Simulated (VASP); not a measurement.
# C (P6_3/mmc) in VASP: notebook

One crystal, C, is run at these levels: r2SCAN; tasks: equation of state.

The COD entry that gives the cell may itself be a prediction, so a difference from it is no test against experiment.

Everything below comes from runs of VASP 6.6.1. Logs are shortened: lines on timing, memory, paths and dates and some standing lists are left out, and cuts for length are marked.

## (1) Starting point

The structure is hexagonal, space group P6_3/mmc (No. 194). Conventional cell: a = 2.510 Å, b = 2.510 Å, c = 8.282 Å, α = 90.00°, β = 90.00°, γ = 120.00°. C (site symmetry 3m) has 4 C at 1.54 to 1.57 Å as nearest neighbours. Around C (site symmetry 3m) lie 4 C at 1.54 Å.

This is a hexagonal form of diamond, not graphite.

## (2) Equation of state, r2SCAN, 5.42 Å³/atom (a relaxed cell with its volume scaled by 0.96)

The input, INCAR:

```
SYSTEM = C
PREC = Accurate
ENCUT = 520
EDIFF = 1E-6
ISMEAR = 0
SIGMA = 0.02
LREAL = .False.
LASPH = .True.
NELM = 60
ALGO = Normal
ISIF = 2
LWAVE = .False.
LCHARG = .False.
METAGGA = R2SCAN
LMIXTAU = .True.
KPAR = 4
```

The input, KPOINTS:

```
Automatic mesh
0
Gamma
  10 10 4
  0 0 0
```

The input, POSCAR:

```
C                                       
1.0
    2.4765470725      0.0000000000      0.0000000000
   -1.2382735362      2.1447526784     -0.0000000000
    0.0000000000      0.0000000000      8.1701707848
  C             
     8
Direct
     0.6666666667000030    0.3333333332999970    0.8444849960418890
     0.3333333332999970    0.6666666667000030    0.3444849960418889
     0.6666666667000030    0.3333333332999970    0.6555150039581110
     0.3333333332999970    0.6666666667000030    0.1555150039581110
     1.0000000000000000    1.0000000000000000    0.9070603662600661
     1.0000000000000000    0.0000000000000000    0.4070603662600661
     0.0000000000000000    0.0000000000000000    0.5929396337399339
     0.0000000000000000    0.0000000000000000    0.0929396337399338
```

Potentials or basis: VASP PAW PBE potentials, release 64 (C).

The run is started by

```
cat potpaw_PBE.64/C/POTCAR > POTCAR
mpirun -np 4 vasp_std > vasp.out
```

OUTCAR:

```text
SYSTEM = C
   PREC = Accurate
   ENCUT = 520
   EDIFF = 1E-6
   ISMEAR = 0
   LREAL = .False.
   LASPH = .True.
   NELM = 60
   ISIF = 2
   METAGGA = R2SCAN

 ion  position               nearest neighbor table
   1  0.667  0.333  0.844-   5 1.52   5 1.52   5 1.52   3 1.54
   2  0.333  0.667  0.344-   6 1.52   6 1.52   6 1.52   4 1.54
   3  0.667  0.333  0.656-   7 1.52   7 1.52   7 1.52   1 1.54
   4  0.333  0.667  0.156-   8 1.52   8 1.52   8 1.52   2 1.54
   5  0.000  0.000  0.907-   1 1.52   1 1.52   1 1.52   8 1.52
   6  0.000  0.000  0.407-   2 1.52   2 1.52   2 1.52   7 1.52
   7  0.000  0.000  0.593-   3 1.52   3 1.52   3 1.52   6 1.52
   8  0.000  0.000  0.093-   4 1.52   4 1.52   4 1.52   5 1.52

  LATTYP: Found a hexagonal cell.
 ALAT       =     2.4765470725
 C/A-ratio  =     3.2990169561

  Lattice vectors:

 A1 = (   2.4765470725,   0.0000000000,   0.0000000000)
 A2 = (  -1.2382735362,   2.1447526784,   0.0000000000)
 A3 = (   0.0000000000,   0.0000000000,   8.1701707848)

Analysis of symmetry for initial positions (statically):
=====================================================================
 Subroutine PRICEL returns:
 Original cell was already a primitive cell.

 Routine SETGRP: Setting up the symmetry group for a
 hexagonal supercell.

 Subroutine GETGRP returns: Found 24 space group operations
 (whereof 12 operations were pure point group operations)
 out of a pool of 24 trial point group operations.

The static configuration has the point symmetry D_3d.
 The point group associated with its full space group is D_6h.

Analysis of symmetry for dynamics (positions and initial velocities):
=====================================================================
 Subroutine PRICEL returns:
 Original cell was already a primitive cell.

 Routine SETGRP: Setting up the symmetry group for a
 hexagonal supercell.

 Subroutine GETGRP returns: Found 24 space group operations
 (whereof 12 operations were pure point group operations)
 out of a pool of 24 trial point group operations.

The dynamic configuration has the point symmetry D_3d.
 The point group associated with its full space group is D_6h.

 Subroutine INISYM returns: Found 24 space group operations
 (whereof 12 operations are pure point group operations),
 and found     1 'primitive' translations

----------------------------------------------------------------------------------------

                                     Primitive cell

  volume of cell :      43.3965

  direct lattice vectors                    reciprocal lattice vectors
     2.476547072  0.000000000  0.000000000     0.403788004  0.233127113  0.000000000
    -1.238273536  2.144752678  0.000000000     0.000000000  0.466254226  0.000000000
     0.000000000  0.000000000  8.170170785     0.000000000  0.000000000  0.122396462

  length of vectors
     2.476547072  2.476547072  8.170170785     0.466254226  0.466254226  0.122396462

  position of ions in fractional coordinates (direct lattice)
     0.666666667  0.333333333  0.844484996
     0.333333333  0.666666667  0.344484996
     0.666666667  0.333333333  0.655515004
     0.333333333  0.666666667  0.155515004
     0.000000000  0.000000000  0.907060366
     0.000000000  0.000000000  0.407060366
     0.000000000  0.000000000  0.592939634
     0.000000000  0.000000000  0.092939634

  ion indices of the primitive-cell ions
   primitive index   ion index
                 1           1
                 2           2
                 3           3
                 4           4
                 5           5
                 6           6
                 7           7
                 8           8

----------------------------------------------------------------------------------------

 KPOINTS: Automatic mesh

Automatic generation of k-mesh.
 Grid dimensions read from file:
 generate k-points for:   10   10    4

 Generating k-lattice:

  Cartesian coordinates                     Fractional coordinates (reciprocal lattice)
     0.040378800  0.023312711  0.000000000     0.100000000  0.000000000  0.000000000
     0.000000000  0.046625423  0.000000000     0.000000000  0.100000000  0.000000000
     0.000000000  0.000000000  0.030599116     0.000000000  0.000000000  0.250000000

  Length of vectors
     0.046625423  0.046625423  0.030599116

  Shift w.r.t. Gamma in fractional coordinates (k-lattice)
     0.000000000  0.000000000  0.000000000

 Subroutine IBZKPT returns following result:
 ===========================================

 Found     42 irreducible k-points:

 Following reciprocal coordinates:
            Coordinates               Weight
  0.000000  0.000000  0.000000      1.000000
  0.100000  0.000000  0.000000      6.000000
  0.200000  0.000000  0.000000      6.000000
  0.300000  0.000000  0.000000      6.000000
  0.400000  0.000000  0.000000      6.000000
  0.500000  0.000000  0.000000      3.000000
[... 16 lines left out ...]
  0.300000  0.100000  0.250000     24.000000
  0.400000  0.100000  0.250000     24.000000
 [... further k-points ...]
   k-points           NKPTS =     42   k-points in BZ     NKDIM =     42   number of bands    NBANDS=     21
   number of dos      NEDOS =    301   number of ions     NIONS =      8
   total plane-waves  NPLWV =  20736
   dimension x,y,z NGX =    18 NGY =   18 NGZ =   64
   dimension x,y,z NGXF=    36 NGYF=   36 NGZF=  128
   ions per type =               8
   NGX,Y,Z   is equivalent  to a cutoff of  12.08, 12.08, 13.02 a.u.
   NGXF,Y,Z  is equivalent  to a cutoff of  24.17, 24.17, 26.05 a.u.
 SYSTEM =  C
   PREC   = accura    normal or accurate (medium, high low for compatibility)
   ISTART =      0    job   : 0-new  1-cont  2-samecut
   ICHARG =      2    charge: 1-file 2-atom 10-const
   ISPIN  =      1    spin polarized calculation?
   LNONCOLLINEAR =      F non collinear calculations
   LSORBIT =      F    spin-orbit coupling
   LASPH  =      T    aspherical Exc in radial PAW
   ENCUT  =  520.0 eV  38.22 Ry    6.18 a.u.   4.60  4.60 15.19*2*pi/ulx,y,z
   NELM   =     60;   NELMIN=  2; NELMDL= -5     # of ELM steps
   EDIFF  = 0.1E-05   stopping-criterion for ELM
   LREAL  =      F    real-space projection
   EDIFFG = 0.1E-04   stopping-criterion for IOM
   NSW    =      0    number of steps for IOM
   IBRION =     -1    ionic relax: 0-MD 1-quasi-New 2-CG
   NFREE  =      0    steps in history (QN), initial steepest desc. (CG)
   ISIF   =      2    stress and relaxation
   ISYM   =      2    0-nonsym 1-usesym 2-fastsym
   POTIM  = 0.5000    time-step for ionic-motion
   TEBEG  =    0.0;   TEEND  =   0.0 temperature during run
   PSTRESS=    0.0 pullay stress
   NELECT =      32.0000    total number of electrons
   NUPDOWN=      -1.0000    fix difference up-down
   EMIN   =  10.00;   EMAX   =-10.00  energy-range for DOS
   EFERMI =   0.00;   METHOD = LEGACY
   ISMEAR =     0;   SIGMA  =   0.02  broadening in eV -4-tet -1-fermi 0-gaus
   EFERMI_NEDOS =   21; number of points for ismear=-14 and -15
   IALGO  =     38    algorithm
   IMIX   =      4    mixing-type and parameters
     AMIX     =   0.40;   BMIX     =  1.00
     AMIX_MAG =   1.60;   BMIX_MAG =  1.00
  volume/ion in A,a.u.               =       5.42        36.61
  Fermi-wavevector in a.u.,A,eV,Ry     =   1.479017  2.794937 29.762627  2.187491
  Thomas-Fermi vector in A             =   2.593227
   LORBIT       =      0    0 simple, 1 ext, 2 COOP (PROOUT), +10 PAW based schemes
   METAGGA = R2SCAN    functional components
   LHFCALC =     F    Hartree Fock is set to
   AEXX    =    0.0000 exact exchange contribution
   IVDW    =     0    specifies the selected vdW correction
   LEPSILON=     F    determine dielectric tensor
   LRPA    =     F    only Hartree local field effects (RPA)
 non-spin polarized calculation
 Gauss-broadening in eV      SIGMA  =   0.02
  energy-cutoff  :      520.00
  volume of cell :       43.40
 maximum number of plane-waves:      1188
   NGX =  9   NGY =  9   NGZ = 31

 number of electron      31.9999992 magnetization

 Free energy of the ion-electron system (eV)
  ---------------------------------------------------
  ext. energy  EPLUGINS =         0.00000000
  ---------------------------------------------------
  free energy    TOTEN  =       -78.42375134 eV

  energy without entropy =      -78.42375134  energy(sigma->0) =      -78.42375134

 E-fermi :  10.6182     XC(G=0): -14.5018

 val. band max:       10.5198459579   @ k =   0.0000   0.0000   0.0000
 cond. band min:      15.4010161183   @ k =   0.4000   0.0000   0.0000
 fundamental gap:      4.8811701604
 Fermi energy:        10.6182428401

 k-point     1 :       0.0000    0.0000    0.0000
  band No.  band energies     occupation
      1     -12.9652      2.00000
      2     -11.1981      2.00000
      3     -11.0834      2.00000
      4      -6.8692      2.00000
      5      -4.1990      2.00000
      6       3.0020      2.00000
[... 13 lines left out ...]
     20      18.1426      0.00000
     21      18.1427      0.00000

 k-point     2 :       0.1000    0.0000    0.0000
  band No.  band energies     occupation
      1     -12.6988      2.00000
      2     -10.9355      2.00000
      3     -10.8220      2.00000
      4      -6.6297      2.00000
      5      -3.9537      2.00000
      6       3.1322      2.00000
[... 13 lines left out ...]
     20      18.0544      0.00000
     21      18.8479      0.00000

 k-point     3 :       0.2000    0.0000    0.0000
  band No.  band energies     occupation
      1     -11.9039      2.00000
      2     -10.1523      2.00000
      3     -10.0433      2.00000
      4      -5.9163      2.00000
      5      -3.2493      2.00000
      6       3.0185      2.00000
[... 13 lines left out ...]
     20      18.0691      0.00000
     21      18.6056      0.00000
[... 457 lines left out ...]
 k-point    23 :       0.3000    0.1000    0.2500
  band No.  band energies     occupation
      1      -9.4617      2.00000
      2      -8.5821      2.00000
      3      -6.8745      2.00000
      4      -4.5928      2.00000
      5      -1.9080      2.00000
      6      -0.9157      2.00000
[... 13 lines left out ...]
     20      18.7636      0.00000
     21      18.9490      0.00000

 k-point    24 :       0.4000    0.1000    0.2500
  band No.  band energies     occupation
      1      -7.5538      2.00000
      2      -6.7635      2.00000
      3      -5.4120      2.00000
      4      -4.2631      2.00000
      5      -3.6006      2.00000
      6      -2.4095      2.00000
[... 13 lines left out ...]
     20      17.9769      0.00000
     21      18.7607      0.00000

 [... further k-points ...]

------------------------ aborting loop because EDIFF is reached ----------------------------------------

  FORCE on cell =-STRESS in cart. coord.  units (eV):
  Direction    XX          YY          ZZ          XY          YZ          ZX
  --------------------------------------------------------------------------------------
  -------------------------------------------------------------------------------------
  Total        5.6141470      5.6141470      5.6491391      0.0000000     -0.0000000      0.0000000
  in kB      207.2714210    207.2714210    208.5633102      0.0000000     -0.0000000      0.0000000
  external PRESSURE =     207.7020507 kB  Pullay stress =       0.0000000 kB

 VOLUME and BASIS-vectors are now :
 -----------------------------------------------------------------------------
  energy-cutoff  :      520.00
  volume of cell :       43.40
      direct lattice vectors                 reciprocal lattice vectors
     2.476547072  0.000000000  0.000000000     0.403788004  0.233127113  0.000000000
    -1.238273536  2.144752678  0.000000000     0.000000000  0.466254226  0.000000000
     0.000000000  0.000000000  8.170170785     0.000000000  0.000000000  0.122396462

 POSITION                                       TOTAL-FORCE (eV/Angst)
 -----------------------------------------------------------------------------------
      1.23827      0.71492      6.89959        -0.000000      0.000000     -0.035264
     -0.00000      1.42984      2.81450         0.000000     -0.000000     -0.035264
      1.23827      0.71492      5.35567        -0.000000      0.000000      0.035264
     -0.00000      1.42984      1.27058         0.000000     -0.000000      0.035264
      0.00000      0.00000      7.41084         0.000000      0.000000      0.016546
      0.00000      0.00000      3.32575         0.000000      0.000000      0.016546
      0.00000      0.00000      4.84442        -0.000000     -0.000000     -0.016546
      0.00000      0.00000      0.75933        -0.000000     -0.000000     -0.016546
 -----------------------------------------------------------------------------------
    total drift:                                0.000000      0.000000      0.000000

  FREE ENERGIE OF THE ION-ELECTRON SYSTEM (eV)
  ---------------------------------------------------
  free  energy   TOTEN  =       -78.4237513414 eV

  energy  without entropy=      -78.4237513414  energy(sigma->0) =      -78.42375134
```

Run time: 48 s. Hardware: 4 MPI ranks of AMD EPYC 7R13 (Zen 3), shared host; peak memory 0.14 GiB.

What came out:

- Free energy: -78.4238 eV
- Pressure: 20.8 GPa
- Largest force: 0.035 eV/Å
- Band gap on the k mesh: 4.88 eV, indirect (least direct gap 5.63 eV)

Caveat: the PAW data sets were made with another functional, which shifts forces and pressure a little.

## (3) Equation of state, r2SCAN, 5.54 Å³/atom (a relaxed cell with its volume scaled by 0.98)

INCAR is that of step 2.

KPOINTS is that of step 2.

Changes to POSCAR since step 2:

```diff
@@ -2,5 +2,5 @@
 1.0
-    2.4765470725      0.0000000000      0.0000000000
-   -1.2382735362      2.1447526784     -0.0000000000
-    0.0000000000      0.0000000000      8.1701707848
+    2.4936272472      0.0000000000      0.0000000000
+   -1.2468136236      2.1595445437     -0.0000000000
+    0.0000000000      0.0000000000      8.2265185709
   C
```

Potentials or basis: VASP PAW PBE potentials, release 64 (C).

The run is started by

```
cat potpaw_PBE.64/C/POTCAR > POTCAR
mpirun -np 4 vasp_std > vasp.out
```

Run time: 54 s. Hardware: 4 MPI ranks of AMD EPYC 7R13 (Zen 3), shared host; peak memory 0.15 GiB.

It converged, with:

- Free energy: -78.5128 eV
- Pressure: 10.3 GPa
- Largest force: 0.016 eV/Å
- Band gap on the k mesh: 4.83 eV, indirect (least direct gap 5.59 eV)

Caveat: the PAW data sets were made with another functional, which shifts forces and pressure a little.

## (4) Equation of state, r2SCAN, 5.65 Å³/atom

INCAR is that of step 3.

KPOINTS is that of step 3.

Changes to POSCAR since step 3:

```diff
@@ -2,5 +2,5 @@
 1.0
-    2.4936272472      0.0000000000      0.0000000000
-   -1.2468136236      2.1595445437     -0.0000000000
-    0.0000000000      0.0000000000      8.2265185709
+    2.5104765911      0.0000000000      0.0000000000
+   -1.2552382955      2.1741365035     -0.0000000000
+    0.0000000000      0.0000000000      8.2821048420
   C
```

The run is started by

```
cat potpaw_PBE.64/C/POTCAR > POTCAR
mpirun -np 4 vasp_std > vasp.out
```

It took 52 s on 4 MPI ranks of AMD EPYC 7R13 (Zen 3), shared host; peak memory 0.15 GiB.

Results (log left out):

- Free energy: -78.5456 eV
- Pressure: 0.8 GPa
- Band gap on the k mesh: 4.77 eV, indirect (least direct gap 5.54 eV)

Caveat: the PAW data sets were made with another functional, which shifts forces and pressure a little.

## (5) Equation of state, r2SCAN, 5.76 Å³/atom (a relaxed cell with its volume scaled by 1.02)

INCAR is that of step 4.

KPOINTS is that of step 4.

Changes to POSCAR since step 4:

```diff
@@ -2,5 +2,5 @@
 1.0
-    2.5104765911      0.0000000000      0.0000000000
-   -1.2552382955      2.1741365035     -0.0000000000
-    0.0000000000      0.0000000000      8.2821048420
+    2.5271027484      0.0000000000      0.0000000000
+   -1.2635513742      2.1885351781     -0.0000000000
+    0.0000000000      0.0000000000      8.3369548169
   C
```

The run is started by

```
cat potpaw_PBE.64/C/POTCAR > POTCAR
mpirun -np 4 vasp_std > vasp.out
```

Run time: 53 s. Hardware: 4 MPI ranks of AMD EPYC 7R13 (Zen 3), shared host; peak memory 0.15 GiB.

It converged, with:

```yaml
Free_energy: -78.5269 eV
Pressure: -7.9 GPa
Largest_force: 0.019 eV/Å
Band_gap_on_the_k_mesh: 4.72 eV, indirect (least direct gap 5.50 eV)
```

Caveat: the PAW data sets were made with another functional, which shifts forces and pressure a little.

## (6) Equation of state, r2SCAN, 5.88 Å³/atom (a relaxed cell with its volume scaled by 1.04)

INCAR is that of step 5.

KPOINTS is that of step 5.

Changes to POSCAR since step 5:

```diff
@@ -2,5 +2,5 @@
 1.0
-    2.5271027484      0.0000000000      0.0000000000
-   -1.2635513742      2.1885351781     -0.0000000000
-    0.0000000000      0.0000000000      8.3369548169
+    2.5435129663      0.0000000000      0.0000000000
+   -1.2717564832      2.2027468437     -0.0000000000
+    0.0000000000      0.0000000000      8.3910924041
   C
```

Potentials or basis: VASP PAW PBE potentials, release 64 (C).

The run is started by

```
cat potpaw_PBE.64/C/POTCAR > POTCAR
mpirun -np 4 vasp_std > vasp.out
```

It took 48 s on 4 MPI ranks of AMD EPYC 7R13 (Zen 3), shared host; peak memory 0.15 GiB.

Results (log left out):

- Free energy: -78.4614 eV
- Pressure: -15.8 GPa
- Largest force: 0.035 eV/Å
- Band gap on the k mesh: 4.67 eV, indirect (least direct gap 5.45 eV)

Caveat: the PAW data sets were made with another functional, which shifts forces and pressure a little.

## (7) Equation of state, r2SCAN

No new run: the results of the series are fitted here.

Results:

```
Equilibrium volume                        : 5.66 Å³/atom
Bulk modulus at fixed shape and positions : 451 GPa
Pressure derivative of the bulk modulus   : 3.7 (rough: it moves with the points fitted)
```

Energy against volume, from the lowest point:
```
volume (Å³/atom)  energy (meV/atom)
           5.425              15.23
           5.538               4.10
           5.651               0.00
           5.764               2.34
           5.877              10.52
```

Caveat: the cell was scaled at fixed shape and fractional positions, which overstates the stiffness of a crystal with free parameters, most of all of layers and chains; the PAW data sets were made with another functional, which shifts forces and pressure a little.
